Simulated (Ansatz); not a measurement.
# SrTiO3: the cost of one run

Method: DFT PBE, scalar-relativistic, plane waves, PAW, in Ansatz 0.2.0.

2 further runs of the same task are left out: 2 set aside as unsound or not needed.

## Step 1: The system as given

Symmetry: Fd-3m, No. 227, cubic system. Conventional cell: a = 5.470 Å, b = 5.470 Å, c = 5.470 Å, α = 90.00°, β = 90.00°, γ = 90.00°. Si (site symmetry -43m) has 4 Si at 2.37 Å as nearest neighbours.

As a file:

```cif
data_structure
_symmetry_space_group_name_H-M 'Fd-3m:1'
_symmetry_Int_Tables_number 227
_cell_length_a 5.4698
_cell_length_b 5.4698
_cell_length_c 5.4698
_cell_angle_alpha 90.000
_cell_angle_beta 90.000
_cell_angle_gamma 90.000
_cell_volume 163.65
loop_
_atom_site_label
_atom_site_type_symbol
_atom_site_symmetry_multiplicity
_atom_site_Wyckoff_symbol
_atom_site_fract_x
_atom_site_fract_y
_atom_site_fract_z
_atom_site_occupancy
Si1 Si 8 a 0.50000 0.00000 0.50000 1
```

It is the result of an earlier relaxation at this level (volume 20.46 Å³/atom; gap on the mesh: 0.62 eV).

## Step 2: The film's bulk: SrTiO3

Relaxed beforehand at this level: -1550.8975 eV/atom, gap on the mesh 1.84 eV.

```cif
data_structure
_symmetry_space_group_name_H-M 'Pm-3m'
_symmetry_Int_Tables_number 221
_cell_length_a 3.9364
_cell_length_b 3.9364
_cell_length_c 3.9364
_cell_angle_alpha 90.000
_cell_angle_beta 90.000
_cell_angle_gamma 90.000
_cell_volume 61.00
loop_
_atom_site_label
_atom_site_type_symbol
_atom_site_symmetry_multiplicity
_atom_site_Wyckoff_symbol
_atom_site_fract_x
_atom_site_fract_y
_atom_site_fract_z
_atom_site_occupancy
Sr1 Sr 1 a 0.00000 0.00000 0.00000 1
Ti1 Ti 1 b 0.50000 0.50000 0.50000 1
O1 O 3 c 0.00000 0.50000 0.50000 1
```

The bulk reference of Si, the base, comes from a run made before at the same settings: -635.8098 eV/atom.

## Step 3: SrTiO3 strained to the base's plane

The (100) plane of SrTiO3 is fitted to the (100) plane of Si, a strain of -1.7 % along x and -1.7 % along y; the third vector and the atoms relax.

input.yaml

```yaml
crystal:
  lattice:
    - [3.8677060746, 0.0, 0.0]
    - [0.0, 3.8677060746, 0.0]
    - [0.0, 0.0, 4.020453117]
  atoms:
    - { symbol: Sr, position: [0.0, 0.0, 0.0] }
    - { symbol: Ti, position: [0.5, 0.5, 0.5] }
    - { symbol: O, position: [0.5, 0.5, 0.0] }
    - { symbol: O, position: [0.0, 0.5, 0.5] }
    - { symbol: O, position: [0.5, 0.0, 0.5] }
basis:
  ecutwfc: 420
kpoints:
  mp_grid: { grid: [7, 7, 7] }
hamiltonian:
  xc: pbe
scf:
  occupations: { method: gaussian, width: 0.02 }
output:
  forces: true
  stress: true
  eigenvalues: true
  write_density: true
  write_potential: true
  elf: true
  volumetric_format: npy
relax:
  adjacent_minimum: "off"
  f_tol: 0.01
  max_steps: 50
  cell: { fix: [a, b, gamma], stress_tol: 0.1 }
```

Command:

```
> ansatz run input.yaml --threads 4 --pin off --max-ram 10240MiB --backend cpu --events-out ev --progress --plain --runs-dir out
```

What time and memory should one allow on 4 threads of Intel Xeon at 2.70GHz, shared host?

About 9.3 s, with a peak of 0.44 GiB.
